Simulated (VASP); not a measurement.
# AlN (P6_3mc) in VASP: a series of runs

One crystal, AlN, is run at these levels: PBE; tasks: G0W0 quasiparticle levels.

Program: VASP 6.6.1. These are calculated values, not measurements. Logs are shortened: lines on timing, memory, paths and dates and some standing lists are left out, and cuts for length are marked.

## 1. The crystal as given

It takes space group P6_3mc (No. 186, hexagonal). The conventional cell has a = 3.113 Å, b = 3.113 Å, c = 4.981 Å, α = 90.00°, β = 90.00°, γ = 120.00°. Al (site symmetry 3m) has 4 N at 1.89 Å as nearest neighbours. Around N (site symmetry 3m) lie 4 Al at 1.89 Å.

## 2. G0W0 quasiparticle levels, PBE

File POSCAR:

```
AlN
1.0
    3.1130000000      0.0000000000      0.0000000000
   -1.5565000000      2.6959370820      0.0000000000
    0.0000000000      0.0000000000      4.9810000000
Al N
2 2
Direct
    0.6666666667      0.3333333333      0.5000000000
    0.3333333333      0.6666666667      0.0000000000
    0.6666666667      0.3333333333      0.8800000000
    0.3333333333      0.6666666667      0.3800000000
```

File INCAR.step1:

```
ALGO = Fast
EDIFF = 1E-8
ENCUT = 450
GGA = PE
ISMEAR = 0
LASPH = T
LCHARG = F
LREAL = F
LWAVE = T
NELM = 60
PREC = Accurate
SIGMA = 0.01
```

File INCAR.step2:

```
ALGO = Exact
EDIFF = 1E-8
ENCUT = 450
GGA = PE
ISMEAR = 0
ISTART = 1
LASPH = T
LCHARG = F
LOPTICS = T
LREAL = F
LWAVE = T
NBANDS = 58
NELM = 1
PREC = Accurate
SIGMA = 0.01
```

File INCAR.step3:

```
ALGO = EVGW0
EDIFF = 1E-8
ENCUT = 450
ENCUTGW = 150
GGA = PE
ISMEAR = 0
ISTART = 1
LASPH = T
LCHARG = F
LREAL = F
LWAVE = F
NBANDS = 58
NBANDSGW = 16
NELMGW = 1
NOMEGA = 100
PREC = Accurate
PRECFOCK = Fast
SIGMA = 0.01
```

File KPOINTS:

```
k-points
0
Gamma
  4 4 3
```

Potentials or basis: VASP PAW PBE potentials, release 64 (Al_GW, N_GW).

Launch:

```sh
> cat potpaw_PBE.64/Al_GW/POTCAR potpaw_PBE.64/N_GW/POTCAR > POTCAR
> cp INCAR.step1 INCAR
> mpirun -np 1 vasp_std > vasp.out
> cp INCAR.step2 INCAR
> mpirun -np 1 vasp_std > vasp.out
> cp INCAR.step3 INCAR
> mpirun -np 1 vasp_std > vasp.out
```

OUTCAR:

```text
EDIFF = 1E-8
   ENCUT = 450
   ENCUTGW = 150
   GGA = PE
   ISMEAR = 0
   ISTART = 1
   LASPH = T
   LREAL = F
   NELMGW = 1
   PREC = Accurate
   PRECFOCK = Fast

 Found      8 irreducible k-points:

 Following reciprocal coordinates:
            Coordinates               Weight
  0.000000  0.000000  0.000000      1.000000
  0.250000 -0.000000  0.000000      6.000000
  0.500000 -0.000000  0.000000      3.000000
  0.250000  0.250000  0.000000      6.000000
  0.000000  0.000000  0.333333      2.000000
  0.250000 -0.000000  0.333333     12.000000
   k-points           NKPTS =      8   k-points in BZ     NKDIM =     48   number of bands    NBANDS=     58
   number of dos      NEDOS =    301   number of ions     NIONS =      4
   total plane-waves  NPLWV =  20736
   dimension x,y,z NGX =    24 NGY =   24 NGZ =   36
   dimension x,y,z NGXF=    48 NGYF=   48 NGZF=   72
   ions per type =               2   2
   NGX,Y,Z   is equivalent  to a cutoff of  12.82, 12.82, 12.02 a.u.
   NGXF,Y,Z  is equivalent  to a cutoff of  25.63, 25.63, 24.03 a.u.
 SYSTEM =  unknown system
   PREC   = accura    normal or accurate (medium, high low for compatibility)
   ISTART =      1    job   : 0-new  1-cont  2-samecut
   ICHARG =      0    charge: 1-file 2-atom 10-const
   ISPIN  =      1    spin polarized calculation?
   LNONCOLLINEAR =      F non collinear calculations
   LSORBIT =      F    spin-orbit coupling
   LASPH  =      T    aspherical Exc in radial PAW
   ENCUT  =  450.0 eV  33.07 Ry    5.75 a.u.   5.38  5.38  8.62*2*pi/ulx,y,z
   NELM   =     60;   NELMIN=  2; NELMDL=  0     # of ELM steps
   EDIFF  = 0.1E-07   stopping-criterion for ELM
   LREAL  =      F    real-space projection
   EDIFFG = 0.1E-06   stopping-criterion for IOM
   NSW    =      0    number of steps for IOM
   IBRION =     -1    ionic relax: 0-MD 1-quasi-New 2-CG
   NFREE  =      0    steps in history (QN), initial steepest desc. (CG)
   ISIF   =      0    stress and relaxation
   ISYM   =      3    0-nonsym 1-usesym 2-fastsym
   POTIM  = 0.5000    time-step for ionic-motion
   TEBEG  =    0.0;   TEEND  =   0.0 temperature during run
   PSTRESS=    0.0 pullay stress
   NELECT =      16.0000    total number of electrons
   NUPDOWN=      -1.0000    fix difference up-down
   EMIN   =  10.00;   EMAX   =-10.00  energy-range for DOS
   EFERMI =   0.00;   METHOD = LEGACY
   ISMEAR =     0;   SIGMA  =   0.01  broadening in eV -4-tet -1-fermi 0-gaus
   EFERMI_NEDOS =   21; number of points for ismear=-14 and -15
   IALGO  =     38    algorithm
   IMIX   =      4    mixing-type and parameters
     AMIX     =   0.40;   BMIX     =  1.00
     AMIX_MAG =   1.60;   BMIX_MAG =  1.00
  volume/ion in A,a.u.               =      10.45        70.52
  Fermi-wavevector in a.u.,A,eV,Ry     =   1.188629  2.246183 19.222843  1.412839
  Thomas-Fermi vector in A             =   2.324754
   LORBIT       =      0    0 simple, 1 ext, 2 COOP (PROOUT), +10 PAW based schemes
   GGA     = PE    functional components
   LHFCALC =     T    Hartree Fock is set to
   PRECFOCK=fast      Normal, Fast or Accurate (Low or Medium for compatibility)
   ENCUT4O =  -1.0   cutoff for four orbital integrals eV
   NKREDX  =     1    reduce k-point grid by
   NKREDY  =     1    reduce k-point grid by
   NKREDZ  =     1    reduce k-point grid by
   AEXX    =    1.0000 exact exchange contribution
   HFSCREEN=    0.0000 screening length (either q_TF or 0.3 A-1)
   HFSCREENC=   0.0000 screening length for correlation (either q_TF or 0.3 A-1)
   ENCUTFOCK=  -1.0 apply spherical cutoff to Coloumb kernel
   IVDW    =     0    specifies the selected vdW correction
   LEPSILON=     F    determine dielectric tensor
   LRPA    =     F    only Hartree local field effects (RPA)
   LRPAFORCE           =     F    calculate RPA forces
   ENCUTGW             = 150.0    cutoff for response function in eV
   ENCUTGWSOFT         = 120.0    soft cutoff for Coulomb kernel in GW response function in eV
   ENCUTLF             =  -1.0    cutoff for local field effects
   NELMGW              =     1    number of iterations in solving QP/BSE equation
   NELMHF              =     1    number of iterations in the inner HF iteration
   NKREDLFX            =     1    NKREDLFY  =   1   NKREDLFZ  =   1
 non-spin polarized calculation
 Gauss-broadening in eV      SIGMA  =   0.01
  energy-cutoff  :      450.00
  volume of cell :       41.80
 maximum number of plane-waves:       929
 NGX is ok and might be reduce to    24
  NGX = 12; NGY = 12; NGZ = 20
   NGX = 11   NGY = 11   NGZ = 17
 maximum number of plane-waves:       179

 QP shifts <psi_nk| G(iteration)W_0 |psi_nk>: iteration 1
 for sc-GW calculations column KS-energies equals QP-energies in previous step
 and V_xc(KS)=  KS-energies - (<T + V_ion + V_H > + <T+V_H+V_ion>^1  + <V_x>^1)

 k-point   1 :       0.0000    0.0000    0.0000
  band No.  KS-energies  QP-energies   sigma(KS)   V_xc(KS)     V^pw_x(r,r')   Z            occupation Imag(sigma)

      1     -10.0517     -11.3191     -16.5197     -14.7936     -24.7724       0.7343       2.0000       1.2248
      2      -7.9009      -8.9659     -17.8377     -16.3506     -25.8675       0.7162       2.0000       0.9869
      3      -0.8686      -1.8828     -14.0622     -12.6478     -18.5133       0.7171       2.0000       0.1025
      4       4.2844       3.7063     -17.0433     -16.3012     -20.6613       0.7790       2.0000       0.0384
      5       4.2844       3.7063     -17.0433     -16.3012     -20.6613       0.7790       2.0000       0.0384
      6       4.9402       4.4725     -17.3662     -16.7688     -20.8670       0.7828       2.0000       0.0358
[... 8 lines left out ...]
     15      18.2584      19.5859      -8.8343     -10.4987      -4.0010       0.7976       0.0000      -0.0924
     16      18.2584      19.5859      -8.8343     -10.4987      -4.0010       0.7976       0.0000      -0.0924

 k-point   2 :       0.2500   -0.0000    0.0000
  band No.  KS-energies  QP-energies   sigma(KS)   V_xc(KS)     V^pw_x(r,r')   Z            occupation Imag(sigma)

      1      -9.3043     -10.4769     -16.8396     -15.2090     -25.0038       0.7191       2.0000       1.1464
      2      -7.5335      -8.5816     -18.0905     -16.6510     -26.0867       0.7282       2.0000       0.9511
      3       0.0452      -0.9467     -14.3880     -13.0408     -18.5734       0.7362       2.0000       0.0787
      4       1.6879       0.7911     -15.2872     -14.1113     -19.1139       0.7626       2.0000       0.0538
      5       2.6846       1.9311     -16.0144     -15.0359     -19.6831       0.7700       2.0000       0.0440
      6       3.5764       2.8809     -16.5287     -15.6299     -20.2106       0.7737       2.0000       0.0402
[... 8 lines left out ...]
     15      17.2389      18.6767     -10.0489     -11.8950      -5.2159       0.7789       0.0000      -0.0818
     16      18.4032      19.6417      -9.1630     -10.7356      -4.1480       0.7875       0.0000      -0.1286
[... 61 lines left out ...]
 k-point   6 :       0.2500   -0.0000    0.3333
  band No.  KS-energies  QP-energies   sigma(KS)   V_xc(KS)     V^pw_x(r,r')   Z            occupation Imag(sigma)

      1      -8.9399     -10.0967     -17.0169     -15.4332     -25.1425       0.7304       2.0000       1.1055
      2      -8.0738      -9.1616     -17.5915     -16.0985     -25.6254       0.7286       2.0000       1.0034
      3       0.5772      -0.3639     -14.9791     -13.7205     -19.1077       0.7477       2.0000       0.0697
      4       1.6876       0.8417     -15.5507     -14.4380     -19.4158       0.7602       2.0000       0.0541
      5       2.7396       1.9486     -15.7668     -14.7396     -19.4405       0.7701       2.0000       0.0451
      6       3.8308       3.1747     -16.6644     -15.8187     -20.3042       0.7758       2.0000       0.0392
[... 8 lines left out ...]
     15      17.4708      18.6919      -8.9047     -10.4448      -4.1305       0.7928       0.0000      -0.0885
     16      18.3466      19.6362      -9.3304     -10.9654      -4.3008       0.7888       0.0000      -0.1291

 [... further k-points ...]
```

Run time: 68 s. Hardware: 1 thread of Intel Xeon Platinum 8259CL at 2.50GHz (Skylake/Cascade Lake), shared host; peak memory 0.33 GiB.

These settings aren't checked as converged: the numbers below hold their error.

What came out:

```yaml
Band_gap_on_the_k_mesh_mean-field_level: 4.21 eV, direct
Quasiparticle_gap: 5.64 eV
Least_direct_quasiparticle_gap: 5.64 eV
```

Caveat: the k mesh is coarse (spacing up to 0.58 Å⁻¹), so the values aren't converged; bands, screening cutoff and mesh are small and nothing is extrapolated, so the quasiparticle values aren't converged.

## 3. G0W0 quasiparticle levels, PBE

POSCAR is that of step 2.

INCAR.step1 is that of step 2.

INCAR.step2 is that of step 2.

INCAR.step3: that of step 2 with these lines changed.

```diff
@@ -14,3 +14,3 @@
 NELMGW = 1
-NOMEGA = 100
+NOMEGA = 48
 PREC = Accurate
```

File KPOINTS:

```
k-points
0
Gamma
  5 5 3
```

Potentials or basis: VASP PAW PBE potentials, release 64 (Al_GW, N_GW).

Launch:

```sh
> cat potpaw_PBE.64/Al_GW/POTCAR potpaw_PBE.64/N_GW/POTCAR > POTCAR
> cp INCAR.step1 INCAR
> mpirun -np 1 vasp_std > vasp.out
> cp INCAR.step2 INCAR
> mpirun -np 1 vasp_std > vasp.out
> cp INCAR.step3 INCAR
> mpirun -np 1 vasp_std > vasp.out
```

OUTCAR:

```text
EDIFF = 1E-8
   ENCUT = 450
   ENCUTGW = 150
   GGA = PE
   ISMEAR = 0
   ISTART = 1
   LASPH = T
   LREAL = F
   NELMGW = 1
   PREC = Accurate
   PRECFOCK = Fast

 Found     10 irreducible k-points:

 Following reciprocal coordinates:
            Coordinates               Weight
  0.000000  0.000000  0.000000      1.000000
  0.200000 -0.000000  0.000000      6.000000
  0.400000  0.000000  0.000000      6.000000
  0.200000  0.200000  0.000000      6.000000
  0.400000  0.200000  0.000000      6.000000
  0.000000  0.000000  0.333333      2.000000
   k-points           NKPTS =     10   k-points in BZ     NKDIM =     75   number of bands    NBANDS=     58
   number of dos      NEDOS =    301   number of ions     NIONS =      4
   total plane-waves  NPLWV =  20736
   dimension x,y,z NGX =    24 NGY =   24 NGZ =   36
   dimension x,y,z NGXF=    48 NGYF=   48 NGZF=   72
   ions per type =               2   2
   NGX,Y,Z   is equivalent  to a cutoff of  12.82, 12.82, 12.02 a.u.
   NGXF,Y,Z  is equivalent  to a cutoff of  25.63, 25.63, 24.03 a.u.
 SYSTEM =  unknown system
   PREC   = accura    normal or accurate (medium, high low for compatibility)
   ISTART =      1    job   : 0-new  1-cont  2-samecut
   ICHARG =      0    charge: 1-file 2-atom 10-const
   ISPIN  =      1    spin polarized calculation?
   LNONCOLLINEAR =      F non collinear calculations
   LSORBIT =      F    spin-orbit coupling
   LASPH  =      T    aspherical Exc in radial PAW
   ENCUT  =  450.0 eV  33.07 Ry    5.75 a.u.   5.38  5.38  8.62*2*pi/ulx,y,z
   NELM   =     60;   NELMIN=  2; NELMDL=  0     # of ELM steps
   EDIFF  = 0.1E-07   stopping-criterion for ELM
   LREAL  =      F    real-space projection
   EDIFFG = 0.1E-06   stopping-criterion for IOM
   NSW    =      0    number of steps for IOM
   IBRION =     -1    ionic relax: 0-MD 1-quasi-New 2-CG
   NFREE  =      0    steps in history (QN), initial steepest desc. (CG)
   ISIF   =      0    stress and relaxation
   ISYM   =      3    0-nonsym 1-usesym 2-fastsym
   POTIM  = 0.5000    time-step for ionic-motion
   TEBEG  =    0.0;   TEEND  =   0.0 temperature during run
   PSTRESS=    0.0 pullay stress
   NELECT =      16.0000    total number of electrons
   NUPDOWN=      -1.0000    fix difference up-down
   EMIN   =  10.00;   EMAX   =-10.00  energy-range for DOS
   EFERMI =   0.00;   METHOD = LEGACY
   ISMEAR =     0;   SIGMA  =   0.01  broadening in eV -4-tet -1-fermi 0-gaus
   EFERMI_NEDOS =   21; number of points for ismear=-14 and -15
   IALGO  =     38    algorithm
   IMIX   =      4    mixing-type and parameters
     AMIX     =   0.40;   BMIX     =  1.00
     AMIX_MAG =   1.60;   BMIX_MAG =  1.00
  volume/ion in A,a.u.               =      10.45        70.52
  Fermi-wavevector in a.u.,A,eV,Ry     =   1.188629  2.246183 19.222843  1.412839
  Thomas-Fermi vector in A             =   2.324754
   LORBIT       =      0    0 simple, 1 ext, 2 COOP (PROOUT), +10 PAW based schemes
   GGA     = PE    functional components
   LHFCALC =     T    Hartree Fock is set to
   PRECFOCK=fast      Normal, Fast or Accurate (Low or Medium for compatibility)
   ENCUT4O =  -1.0   cutoff for four orbital integrals eV
   NKREDX  =     1    reduce k-point grid by
   NKREDY  =     1    reduce k-point grid by
   NKREDZ  =     1    reduce k-point grid by
   AEXX    =    1.0000 exact exchange contribution
   HFSCREEN=    0.0000 screening length (either q_TF or 0.3 A-1)
   HFSCREENC=   0.0000 screening length for correlation (either q_TF or 0.3 A-1)
   ENCUTFOCK=  -1.0 apply spherical cutoff to Coloumb kernel
   IVDW    =     0    specifies the selected vdW correction
   LEPSILON=     F    determine dielectric tensor
   LRPA    =     F    only Hartree local field effects (RPA)
   LRPAFORCE           =     F    calculate RPA forces
   ENCUTGW             = 150.0    cutoff for response function in eV
   ENCUTGWSOFT         = 120.0    soft cutoff for Coulomb kernel in GW response function in eV
   ENCUTLF             =  -1.0    cutoff for local field effects
   NELMGW              =     1    number of iterations in solving QP/BSE equation
   NELMHF              =     1    number of iterations in the inner HF iteration
   NKREDLFX            =     1    NKREDLFY  =   1   NKREDLFZ  =   1
 non-spin polarized calculation
 Gauss-broadening in eV      SIGMA  =   0.01
  energy-cutoff  :      450.00
  volume of cell :       41.80
 maximum number of plane-waves:       929
 NGX is ok and might be reduce to    24
  NGX = 12; NGY = 12; NGZ = 20
   NGX = 11   NGY = 11   NGZ = 17
 maximum number of plane-waves:       179

 QP shifts <psi_nk| G(iteration)W_0 |psi_nk>: iteration 1
 for sc-GW calculations column KS-energies equals QP-energies in previous step
 and V_xc(KS)=  KS-energies - (<T + V_ion + V_H > + <T+V_H+V_ion>^1  + <V_x>^1)

 k-point   1 :       0.0000    0.0000    0.0000
  band No.  KS-energies  QP-energies   sigma(KS)   V_xc(KS)     V^pw_x(r,r')   Z            occupation Imag(sigma)

      1     -10.0591     -11.3385     -16.5687     -14.7961     -24.7772       0.7218       2.0000       1.3570
      2      -7.9102      -9.0122     -17.8845     -16.3516     -25.8712       0.7189       2.0000       1.1030
      3      -0.8730      -1.9176     -14.0821     -12.6514     -18.5198       0.7302       2.0000       0.2235
      4       4.2750       3.7053     -17.0354     -16.3011     -20.5971       0.7759       2.0000       0.0936
      5       4.2750       3.7053     -17.0354     -16.3011     -20.5971       0.7759       2.0000       0.0936
      6       4.9301       4.4688     -17.3593     -16.7682     -20.7958       0.7805       2.0000       0.0867
[... 8 lines left out ...]
     15      18.2565      19.6017      -8.8108     -10.5015      -4.0181       0.7956       0.0000      -0.1622
     16      18.2565      19.6017      -8.8108     -10.5015      -4.0181       0.7956       0.0000      -0.1622
[... 84 lines left out ...]
      1      -9.6443     -10.8917     -16.7281     -15.0058     -24.8828       0.7243       2.0000       1.3088
      2      -8.6119      -9.7711     -17.2924     -15.6825     -25.3249       0.7201       2.0000       1.1844
      3       0.4710      -0.4782     -14.9066     -13.6313     -19.0592       0.7443       2.0000       0.1656
      4       3.2237       2.5639     -16.1298     -15.2745     -19.6519       0.7714       2.0000       0.1034
      5       4.4320       3.8866     -17.1123     -16.4100     -20.6464       0.7765       2.0000       0.0921
      6       4.4320       3.8866     -17.1123     -16.4100     -20.6464       0.7765       2.0000       0.0921
[... 8 lines left out ...]
     15      17.1510      18.3814      -8.5318     -10.0636      -3.9286       0.8032       0.0000      -0.1376
     16      17.1510      18.3814      -8.5318     -10.0636      -3.9286       0.8032       0.0000      -0.1376

 [... further k-points ...]
```

OUTCAR.step1:

```text
EDIFF = 1E-8
   ENCUT = 450
   GGA = PE
   ISMEAR = 0
[... 204 lines left out ...]
      1.55650      0.89865      2.49050         0.000000      0.000000     -0.131614
     -0.00000      1.79729      0.00000        -0.000000     -0.000000     -0.131614
      1.55650      0.89865      4.38328        -0.000000     -0.000000      0.131614
     -0.00000      1.79729      1.89278         0.000000     -0.000000      0.131614
 -----------------------------------------------------------------------------------
    total drift:                               -0.000000      0.000000     -0.000212

  FREE ENERGIE OF THE ION-ELECTRON SYSTEM (eV)
  ---------------------------------------------------
  free  energy   TOTEN  =       -29.8021758059 eV

  energy  without entropy=      -29.8021758059  energy(sigma->0) =      -29.80217581
```

Run time: 1.8 min. Hardware: 1 thread of Intel Xeon Platinum 8259CL at 2.50GHz (Skylake/Cascade Lake), shared host; peak memory 0.36 GiB.

The run converged, but some of its settings lie outside the range that counts as converged, so its numbers aren't taken as properties of the crystal.

What came out:

```
Band gap on the k mesh, mean-field level : 4.21 eV, direct
Quasiparticle gap                        : 5.67 eV
Least direct quasiparticle gap           : 5.67 eV
```

Caveat: the k mesh is coarse (spacing up to 0.47 Å⁻¹), so the values aren't converged; bands, screening cutoff and mesh are small and nothing is extrapolated, so the quasiparticle values aren't converged.

[end of part 1 of 2]
